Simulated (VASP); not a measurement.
Wanted: the native input for a VASP 6.6.1 run.

| Property | Result |
| --- | --- |
| Task | relaxation of cell and atoms |
| Functional | PBE |
| Dispersion | D3(BJ) |
| Potentials or basis | VASP PAW PBE potentials, release 64 (Se, Zr_sv) |
| Cutoff | 600 eV |
| k mesh | 9 × 9 × 1 |
| Occupations | gaussian, width 0.03 eV |
| Spin | no spin polarisation |
| Further INCAR settings | ALGO = Normal; EDIFF = 1e-06; IBRION = 2; EDIFFG = -0.01; NSW = 90; ISIF = 3 |

The structure of ZrSe2 lies in POSCAR:

```
ZrSe2
1.0
    3.7980000000      0.0000000000      0.0000000000
   -1.8990000000      3.2891644800      0.0000000000
    0.0000000000      0.0000000000     27.2880000000
Se Zr
4 2
Direct
    0.6666666700      0.3333333300      0.3298153000
    0.3333333300      0.6666666700      0.4432717700
    0.6666666700      0.3333333300      0.5567282300
    0.3333333300      0.6666666700      0.6701847000
    0.0000000000      0.0000000000      0.3865435400
    0.0000000000      0.0000000000      0.6134564600
```

One way to write it, as run:

INCAR

```
SYSTEM = ZrSe2
PREC = Accurate
ENCUT = 600
EDIFF = 1E-6
ISMEAR = 0
SIGMA = 0.03
LREAL = .False.
LASPH = .True.
NELM = 80
ALGO = Normal
ISIF = 3
LWAVE = .False.
LCHARG = .False.
GGA = PE
IVDW = 12
IBRION = 2
NSW = 90
EDIFFG = -0.01
LATTICE_CONSTRAINTS = .TRUE. .TRUE. .FALSE.
KPAR = 2
```

KPOINTS

```
regular mesh
0
Gamma
  9 9 1
  0 0 0
```

Potentials or basis: VASP PAW PBE potentials, release 64 (Se, Zr_sv).

Launch:

```sh
$ cat potpaw_PBE.64/Se/POTCAR potpaw_PBE.64/Zr_sv/POTCAR > POTCAR
$ mpirun -np 2 vasp_std > vasp.out
```

It gave:

```
Relaxed volume                         : 55.31 Å³/atom
Relaxed cell                           : a = 3.747 Å, b = 3.747 Å, c = 27.288 Å, α = 90.00°, β = 90.00°, γ = 120.00°
Space group after relaxing (to 0.05 Å) : P-3m1 (No. 164)
Energy gained by relaxing              : 7.6 meV/atom
Ionic steps                            : 26
Largest force after relaxing           : 0.008 eV/Å
Band gap on the k mesh                 : 0.29 eV, indirect (least direct gap 1.05 eV)
Dispersion energy per atom             : -0.335 eV
```

Wall time 15 min on 2 MPI ranks on Intel(R) Xeon(R) 6975P-C (Granite Rapids) (shared host), peak memory 0.59 GiB a rank.
